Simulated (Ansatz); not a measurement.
# Rh (Rh, beta-Sn type): the cost of one run

Program: Ansatz 0.2.0. Level of theory: DFT PBE, plane waves (420 eV) with PAW, scalar-relativistic. These are calculated values, not measurements.

**1. Starting point**

It takes space group I4_1/amd (No. 141, tetragonal). Conventional cell: a = 4.729 Å, b = 4.729 Å, c = 2.582 Å, α = 90.00°, β = 90.00°, γ = 90.00°. Around Rh (site symmetry -4m2) lie 6 Rh at 2.45 to 2.58 Å.

Coordinates:

```
Rh
1.0
    -2.36469    2.36469    1.29112
     2.36469   -2.36469    1.29112
     2.36469    2.36469   -1.29112
Rh
2
Direct
  0.00000 0.00000 0.00000
  0.75000 0.25000 0.50000
```

Starting moments (μB): +1 ×2.

**2. Relaxation of the cell**

input.yaml reads:

```yaml
crystal:
  lattice:
    - [-2.3646850272, 2.3646850272, 1.2911180249]
    - [2.3646850272, -2.3646850272, 1.2911180249]
    - [2.3646850272, 2.3646850272, -1.2911180249]
  atoms:
    - { symbol: Rh, position: [0.0, 0.0, 0.0], spin: 1.0 }
    - { symbol: Rh, position: [0.75, 0.25, 0.5], spin: 1.0 }
hamiltonian:
  xc: pbe
  pseudopotentials:
    kind: paw
    azcp:
      Rh: "pseudopotentials/Rh.paw.azcp"
basis:
  ecutwfc: 420
  fft_grid_basis: typed
kpoints:
  mp_grid: { grid: [14, 14, 9], shift: [0, 0, 0] }
magnetization:
  spin_polarized: true
scf:
  occupations: { method: fermi_dirac, width: 0.05 }
relax:
  max_steps: 60
  f_tol: 0.01
  cell: {}
```

Run with:

```console
ansatz run input.yaml --threads 2 --pin off --max-ram 6144MiB --backend cpu --events-out ev --progress --plain --runs-dir out
```

Q: Estimate wall time and peak memory on 2 threads of Arm Neoverse V2, shared host.

About 10 min, with a peak of 0.7 GiB.
